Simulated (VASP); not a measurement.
Ir, 1 atom in the cell. It takes space group Fm-3m (No. 225, cubic). Conventional cell: a = 3.831 Å, b = 3.831 Å, c = 3.831 Å, α = 90.00°, β = 90.00°, γ = 90.00°. Ir (site symmetry m-3m) has 12 Ir at 2.71 Å as nearest neighbours. 

```yaml
Program: VASP 6.6.1
Task: relaxation of cell and atoms
Functional: PBEsol
Potentials_or_basis: VASP PAW PBE potentials, release 64 (Ir)
Cutoff: 600 eV
k_mesh: 16 × 16 × 16
Occupations: methfessel-paxton, width 0.1 eV
Spin: no spin polarisation
Further_INCAR_settings: ALGO = Normal; EDIFF = 1e-06; IBRION = 2; EDIFFG = -0.01; NSW = 90; ISIF = 3
```

Potentials or basis: VASP PAW PBE potentials, release 64 (Ir).

Launch:

```sh
$ cat potpaw_PBE.64/Ir/POTCAR > POTCAR
$ mpirun -np 4 vasp_std > vasp.out
```

Hardware: 4 MPI ranks on Intel(R) Xeon(R) 6975P-C (Granite Rapids) (shared host).

Problem. How long does it take, and how much memory?

Solution. Wall time 6.1 s on 4 MPI ranks on Intel(R) Xeon(R) 6975P-C (Granite Rapids) (shared host), peak memory 0.15 GiB a rank. Counts: scf iterations 23, k points 145, ion steps 3.
